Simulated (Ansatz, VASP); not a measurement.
One calculation of Pt, two programs

The input INCAR:

```
SYSTEM = Pt
PREC     = Accurate       ! precision mode
ENCUT    = 520            ! plane-wave cutoff, eV
EDIFF    = 1E-7           ! SCF threshold, eV
ISMEAR   = 0              ! smearing method
SIGMA    = 0.15           ! smearing width, eV
LREAL    = .FALSE.        ! projectors in reciprocal space
LASPH    = .TRUE.         ! aspherical terms in the spheres
NELM     = 60             ! most SCF steps
ALGO     = Fast           ! electronic algorithm
ISIF     = 2              ! what is computed and relaxed
LWAVE    = .FALSE.        ! write WAVECAR
LCHARG   = .TRUE.         ! write CHGCAR
GGA      = PE             ! functional
LELF     = .TRUE.         ! ELF
LVHAR    = .TRUE.       
NBANDS   = 11             ! bands
```

The input KPOINTS:

```
Automatic mesh
0
G
  26 26 26
  0 0 0
```

Contents of POSCAR:

```
Pt
1.0
    0.0000000000      2.0843078071      1.9850550544
    2.0843078071      0.0000000000      1.9850550544
    2.0843078071      2.0843078071      0.0000000000
Pt
1
Direct
    0.0000000000      0.0000000000      0.0000000000
```

Input for Ansatz:

```yaml
crystal:
  lattice:
    - [0.0, 2.0843078071, 1.9850550544]
    - [2.0843078071, 0.0, 1.9850550544]
    - [2.0843078071, 2.0843078071, 0.0]
  atoms:
    - { symbol: Pt, position: [0.0, 0.0, 0.0] }
basis:
  ecutwfc: 420
kpoints:
  mp_grid: { grid: [26, 26, 26] }
hamiltonian:
  xc: pbe
scf:
  occupations: { method: gaussian, width: 0.15 }
output:
  forces: true
  stress: true
  eigenvalues: true
```

Change from the starting cell: strain +0.050 along x and y, +0.000 along z, atoms carried along.

Alike in both runs: task single point; functional PBE; k mesh 26 × 26 × 26; occupations gaussian, width 0.15 eV; no spin polarisation.

|  | VASP | Ansatz |
| --- | --- | --- |
| version | VASP 6.6.1 | Ansatz 0.2.0 |
| potentials or method | VASP PAW PBE potentials, release 64 (Pt) | scalar-relativistic, plane waves, PAW |
| plane-wave cutoff (eV) | 520 | 420 |
| valence electrons in the cell | 10 | 18 |

```csv
,VASP,Ansatz,Ansatz less VASP
gap on the k mesh at the Fermi level (eV),none,none,-
pressure (GPa),-18.6,-18.2,+0.33
largest component of the traceless stress (GPa),1.45,1.47,+0.017
```

A gap of «none» marks a metal or a gap that the smearing closes. The functional is the same, so the differences come from potentials, cutoffs and numerics. The two sets of potentials don't hold the same shells in valence.

Caveats: so large a pressure means that the cell lies far from this level's equilibrium, or that cutoff or potentials fall short (VASP). Spin-orbit coupling is left out, which matters for the levels of Pt.
